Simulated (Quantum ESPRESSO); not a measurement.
# Cd under changes of volume

One of the cells (22.724 Å³/atom); the others are scaled copies at fixed shape and fractional positions:

```
CELL_PARAMETERS angstrom
-1.78432 1.78432 1.78432
1.78432 -1.78432 1.78432
1.78432 1.78432 -1.78432
ATOMIC_POSITIONS crystal
Cd 0.00000 0.00000 0.00000
```

This isn't the form of Cd at room conditions, which is hcp.

* Program: Quantum ESPRESSO 7.5
* Functional: PBE
* Potentials or basis: SSSP 1.3 efficiency PBE
* Cutoff: 816 eV
* Density cutoff: 6531 eV
* k mesh: 10 × 10 × 10
* Occupations: fermi-dirac, width 0.05 eV
* Spin: no spin polarisation

```tsv
volume (Å³/atom)	energy over the lowest point (meV/atom)	pressure (GPa)
21.360	?	?
21.815	13.01	2.8
22.269	6.39	1.8
22.724	2.26	1.0
23.178	0.18	0.3
23.633	0.00	-0.4
24.087	1.61	-1.0
```

Question: What does the run at 21.360 Å³/atom give?

Answer: Energy over the lowest point 22.72 meV/atom; pressure 4.0 GPa.

Worked out: A Birch-Murnaghan fit of order 3 (a polynomial in V^(-2/3)) to the other rows has its minimum at 23.44 Å³/atom with B0 = V·E''(V) = 33 GPa and B' = 4.6. It gives 22.26 meV/atom at 21.360 Å³/atom, against the run's 22.72, and -dE/dV = 3.8 GPa, against 4.0.

Energies are extrapolated to zero smearing.
